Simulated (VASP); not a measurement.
# Dy (P6_3/mmc) in VASP: further runs

One crystal, Dy, is run at these levels: PBEsol; tasks: single point.

Everything below comes from runs of VASP 6.6.1. Logs are shortened: lines on timing, memory, paths and dates and some standing lists are left out, and cuts for length are marked.

### 1 Starting point

It takes space group P6_3/mmc (No. 194, hexagonal). The conventional cell has a = 3.590 Å, b = 3.590 Å, c = 5.647 Å, α = 90.00°, β = 90.00°, γ = 120.00°. Dy (site symmetry -6m2) has 12 Dy at 3.50 to 3.59 Å as nearest neighbours.

### 2 Single point, PBEsol, collinear spin, ferromagnetic start

File INCAR:

```
SYSTEM = Dy
PREC     = Accurate       ! precision mode
ENCUT    = 460            ! plane-wave cutoff, eV
EDIFF    = 1E-6           ! SCF threshold, eV
ISMEAR   = 1              ! smearing method
SIGMA    = 0.2            ! smearing width, eV
LREAL    = .False.        ! projectors in reciprocal space
LASPH    = .True.         ! aspherical terms in the spheres
NELM     = 100            ! most SCF steps
ALGO     = Normal         ! electronic algorithm
ISIF     = 2              ! what is computed and relaxed
LWAVE    = .False.        ! write WAVECAR
LCHARG   = .False.        ! write CHGCAR
ISPIN    = 2              ! spin polarisation
MAGMOM   = 5 5            ! initial moments
LORBIT   = 11             ! projections on sites
LMAXMIX  = 6              ! l up to which the mixer works
GGA      = PS             ! functional
ADDGRID  = .False.
```

File KPOINTS:

```
regular mesh
0
Gamma
  5 5 3
  0 0 0
```

File POSCAR:

```
Dy
1.0
    3.5903000000      0.0000000000      0.0000000000
   -1.7951500000      3.1092910072      0.0000000000
    0.0000000000      0.0000000000      5.6475000000
Dy
2
Direct
    0.6390340000      0.3471240000      0.7350940000
    0.3239070000      0.6817830000      0.2438910000
```

Potentials or basis: VASP PAW PBE potentials, release 64 (Dy_3), 4f in core.

Command:

```sh
$ cat potpaw_PBE.64/Dy_3/POTCAR > POTCAR
$ mpirun -np 1 vasp_std > vasp.out
```

OUTCAR:

```text
SYSTEM = Dy
   PREC = Accurate
   ENCUT = 460
   EDIFF = 1E-6
   ISMEAR = 1
   LREAL = .False.
   LASPH = .True.
   NELM = 100
   ISIF = 2
   ISPIN = 2
   LORBIT = 11
   GGA = PS

 Found     38 irreducible k-points:

 Following reciprocal coordinates:
            Coordinates               Weight
  0.000000  0.000000  0.000000      1.000000
  0.200000  0.000000  0.000000      2.000000
  0.000000  0.200000  0.000000      2.000000
 -0.200000  0.200000  0.000000      2.000000
  0.400000  0.000000  0.000000      2.000000
  0.000000  0.400000  0.000000      2.000000
   k-points           NKPTS =     38   k-points in BZ     NKDIM =     38   number of bands    NBANDS=     18
   number of dos      NEDOS =    301   number of ions     NIONS =      2
   total plane-waves  NPLWV =  31360
   dimension x,y,z NGX =    28 NGY =   28 NGZ =   40
   dimension x,y,z NGXF=    56 NGYF=   56 NGZF=   80
   ions per type =               2
   NGX,Y,Z   is equivalent  to a cutoff of  12.97, 12.97, 11.77 a.u.
   NGXF,Y,Z  is equivalent  to a cutoff of  25.93, 25.93, 23.55 a.u.
 SYSTEM =  Dy
   PREC   = accura    normal or accurate (medium, high low for compatibility)
   ISTART =      0    job   : 0-new  1-cont  2-samecut
   ICHARG =      2    charge: 1-file 2-atom 10-const
   ISPIN  =      2    spin polarized calculation?
   LNONCOLLINEAR =      F non collinear calculations
   LSORBIT =      F    spin-orbit coupling
   LASPH  =      T    aspherical Exc in radial PAW
   ENCUT  =  460.0 eV  33.81 Ry    5.81 a.u.   6.28  6.28  9.88*2*pi/ulx,y,z
   NELM   =    100;   NELMIN=  2; NELMDL= -5     # of ELM steps
   EDIFF  = 0.1E-05   stopping-criterion for ELM
   LREAL  =      F    real-space projection
   EDIFFG = 0.1E-04   stopping-criterion for IOM
   NSW    =      0    number of steps for IOM
   IBRION =     -1    ionic relax: 0-MD 1-quasi-New 2-CG
   NFREE  =      0    steps in history (QN), initial steepest desc. (CG)
   ISIF   =      2    stress and relaxation
   ISYM   =      2    0-nonsym 1-usesym 2-fastsym
   POTIM  = 0.5000    time-step for ionic-motion
   TEBEG  =    0.0;   TEEND  =   0.0 temperature during run
   PSTRESS=    0.0 pullay stress
   NELECT =      18.0000    total number of electrons
   NUPDOWN=      -1.0000    fix difference up-down
   EMIN   =  10.00;   EMAX   =-10.00  energy-range for DOS
   EFERMI =   0.00;   METHOD = LEGACY
   ISMEAR =     1;   SIGMA  =   0.20  broadening in eV -4-tet -1-fermi 0-gaus
   EFERMI_NEDOS =   21; number of points for ismear=-14 and -15
   IALGO  =     38    algorithm
   IMIX   =      4    mixing-type and parameters
     AMIX     =   0.40;   BMIX     =  1.00
     AMIX_MAG =   1.60;   BMIX_MAG =  1.00
  volume/ion in A,a.u.               =      31.52       212.72
  Fermi-wavevector in a.u.,A,eV,Ry     =   1.077994  2.037113 15.810927  1.162070
  Thomas-Fermi vector in A             =   2.213920
   LORBIT       =     11    0 simple, 1 ext, 2 COOP (PROOUT), +10 PAW based schemes
   GGA     = PS    functional components
   LHFCALC =     F    Hartree Fock is set to
   AEXX    =    0.0000 exact exchange contribution
   IVDW    =     0    specifies the selected vdW correction
   LEPSILON=     F    determine dielectric tensor
   LRPA    =     F    only Hartree local field effects (RPA)
 spin polarized calculation
 Methfessel and Paxton  Order N= 1 SIGMA  =   0.20
  energy-cutoff  :      460.00
  volume of cell :       63.04
 maximum number of plane-waves:      1419
 NGX is ok and might be reduce to    28
   NGX = 13   NGY = 13   NGZ = 19

 number of electron      18.0000000 magnetization      10.0000000

 number of electron      18.0000000 magnetization       0.8389106

 Free energy of the ion-electron system (eV)
  ---------------------------------------------------
  ext. energy  EPLUGINS =         0.00000000
  ---------------------------------------------------
  free energy    TOTEN  =        -9.86533365 eV

  energy without entropy =       -9.85954102  energy(sigma->0) =       -9.86340278

 E-fermi :   2.9902     XC(G=0):  -9.9614

 val. band max:        2.9897270099   @ k =  -0.4000  -0.2000   0.3333
 cond. band min:       2.9970787254   @ k =  -0.2000  -0.4000   0.3333
 fundamental gap:      0.0073517155
 Fermi energy:         2.9902413686

 spin component 1

 k-point     1 :       0.0000    0.0000    0.0000
  band No.  band energies     occupation
      1     -20.6445      1.00000
      2     -20.0407      1.00000
      3     -20.0255      1.00000
      4     -19.9273      1.00000
      5     -19.9150      1.00000
      6     -19.8940      1.00000
[... 10 lines left out ...]
     17       8.0538      0.00000
     18       8.3751      0.00000
[... 85 lines left out ...]
 k-point     6 :       0.0000    0.4000    0.0000
  band No.  band energies     occupation
      1     -20.4671      1.00000
      2     -20.3879      1.00000
      3     -20.3317      1.00000
      4     -20.1670      1.00000
      5     -20.0495      1.00000
      6     -19.9866      1.00000
[... 10 lines left out ...]
     17       9.1647      0.00000
     18      10.1872      0.00000

 [... further k-points ...]

 spin component 2

 k-point     1 :       0.0000    0.0000    0.0000
  band No.  band energies     occupation
      1     -20.5336      1.00000
      2     -19.9366      1.00000
      3     -19.9192      1.00000
      4     -19.8230      1.00000
      5     -19.8130      1.00000
      6     -19.7989      1.00000
[... 10 lines left out ...]
     17       8.2089      0.00000
     18       8.5241      0.00000
[... 85 lines left out ...]
 k-point     6 :       0.0000    0.4000    0.0000
  band No.  band energies     occupation
      1     -20.3509      1.00000
      2     -20.2802      1.00000
      3     -20.2198      1.00000
      4     -20.0590      1.00000
      5     -19.9512      1.00000
      6     -19.8818      1.00000
[... 10 lines left out ...]
     17       9.3033      0.00000
     18      10.4704      0.00000

 [... further k-points ...]
[... 5 lines left out ...]
  --------------------------------------------------------------------------------------
  -------------------------------------------------------------------------------------
  Total       -0.6033509     -0.5928380     -0.9691538     -0.0533516      0.0017563      0.0226024
  in kB      -15.3331785    -15.0660103    -24.6294627     -1.3558433      0.0446347      0.5744040
  external PRESSURE =     -18.3428838 kB  Pullay stress =       0.0000000 kB

 VOLUME and BASIS-vectors are now :
 -----------------------------------------------------------------------------
  energy-cutoff  :      460.00
  volume of cell :       63.04
      direct lattice vectors                 reciprocal lattice vectors
     3.590300000  0.000000000  0.000000000     0.278528257  0.160808364  0.000000000
    -1.795150000  3.109291007  0.000000000     0.000000000  0.321616728  0.000000000
     0.000000000  0.000000000  5.647500000     0.000000000  0.000000000  0.177069500

 POSITION                                       TOTAL-FORCE (eV/Angst)
 -----------------------------------------------------------------------------------
      1.67118      1.07931      4.15144         0.055967      0.002971      0.140347
     -0.06098      2.11986      1.37737        -0.055967     -0.002971     -0.140347
 -----------------------------------------------------------------------------------
    total drift:                                0.000000      0.000001      0.000005

  FREE ENERGIE OF THE ION-ELECTRON SYSTEM (eV)
  ---------------------------------------------------
  free  energy   TOTEN  =        -9.8653336534 eV

  energy  without entropy=       -9.8595410188  energy(sigma->0) =       -9.86340278

 total charge

# of ion       s       p       d       tot
------------------------------------------
    1        0.442   6.381   1.108   7.932
    2        0.442   6.381   1.108   7.932
--------------------------------------------------
tot          0.885  12.763   2.216  15.864

 magnetization (x)

# of ion       s       p       d       tot
------------------------------------------
    1        0.008   0.090   0.208   0.306
    2        0.008   0.090   0.208   0.306
--------------------------------------------------
tot          0.017   0.179   0.416   0.612
```

It took 84 s on 1 thread of Intel Xeon Platinum 8488C (Sapphire Rapids), shared host; peak memory 0.22 GiB.

These settings aren't checked as converged: the numbers below hold their error.

What came out:

- Free energy: -9.8653 eV
- Pressure: -1.8 GPa
- Largest force: 0.151 eV/Å
- Band gap on the k mesh: none (metal or under the smearing width)
- Net moment: 0.84 μB per cell
- Site moments: Dy +0.31 μB
- Valence electrons inside the program's atomic spheres: Dy 7.93

Caveat: the k mesh is coarse (spacing up to 0.40 Å⁻¹), so the values aren't converged; the magnetic or orbital state may not be the lowest; the PAW data sets were made with another functional, which shifts forces and pressure a little; spin-orbit coupling is left out, which moves the levels of the heavy elements; the 4f electrons are frozen in the core as for a trivalent ion, so they carry no moment and show no levels.

### 3 Single point, PBEsol, collinear spin, ferromagnetic start

Changes to INCAR since step 2:

```diff
@@ -2,3 +2,3 @@
 PREC     = Accurate       ! precision mode
-ENCUT    = 460            ! plane-wave cutoff, eV
+ENCUT    = 220            ! plane-wave cutoff, eV
 EDIFF    = 1E-6           ! SCF threshold, eV
```

File KPOINTS:

```
regular mesh
0
Gamma
  8 8 4
  0 0 0
```

File POSCAR:

```
Dy
1.0
    3.5903000000      0.0000000000      0.0000000000
   -1.7951500000      3.1092910072      0.0000000000
    0.0000000000      0.0000000000      5.6475000000
Dy
2
Direct
    0.6666666667      0.3333333333      0.7500000000
    0.3333333333      0.6666666667      0.2500000000
```

Potentials or basis: VASP PAW PBE potentials, release 64 (Dy_3), 4f in core.

Command:

```sh
$ cat potpaw_PBE.64/Dy_3/POTCAR > POTCAR
$ mpirun -np 1 vasp_std > vasp.out
```

Wall time 26 s (1 thread of Intel Xeon Platinum 8488C (Sapphire Rapids), shared host); peak memory 0.13 GiB.

The run converged, but some of its settings lie outside the range that counts as converged, so its numbers aren't taken as properties of the crystal.

What came out:

* Free energy: -9.8935 eV
* Pressure: -1.9 GPa
* Band gap on the k mesh: none (metal or under the smearing width)
* Net moment: 0.17 μB per cell
* Site moments: Dy +0.06 μB
* Valence electrons inside the program's atomic spheres: Dy 7.94

Caveat: the magnetic or orbital state may not be the lowest; the PAW data sets were made with another functional, which shifts forces and pressure a little; spin-orbit coupling is left out, which moves the levels of the heavy elements; the 4f electrons are frozen in the core as for a trivalent ion, so they carry no moment and show no levels.

### 4 Single point, PBEsol, collinear spin, ferromagnetic start

INCAR is that of step 3.

KPOINTS is that of step 3.

File POSCAR:

```
Dy
1.0
    3.5903000000      0.0000000000      0.0000000000
   -1.7951500000      3.1092910072      0.0000000000
    0.0000000000      0.0000000000      5.6475000000
Dy
2
Direct
    0.6390340000      0.3471240000      0.7350940000
    0.3239070000      0.6817830000      0.2438910000
```

Command:

```sh
$ cat potpaw_PBE.64/Dy_3/POTCAR > POTCAR
$ mpirun -np 1 vasp_std > vasp.out
```

Wall time 98 s (1 thread of Intel Xeon Platinum 8488C (Sapphire Rapids), shared host); peak memory 0.18 GiB.

These settings aren't checked as converged: the numbers below hold their error.

Results:

- Free energy: -9.8880 eV
- Pressure: -1.9 GPa
- Largest force: 0.153 eV/Å
- Band gap on the k mesh: none (metal or under the smearing width)
- Net moment: 0.11 μB per cell
- Site moments: Dy +0.04 μB
- Valence electrons inside the program's atomic spheres: Dy 7.94

Caveat: the magnetic or orbital state may not be the lowest; the PAW data sets were made with another functional, which shifts forces and pressure a little; spin-orbit coupling is left out, which moves the levels of the heavy elements; the 4f electrons are frozen in the core as for a trivalent ion, so they carry no moment and show no levels.
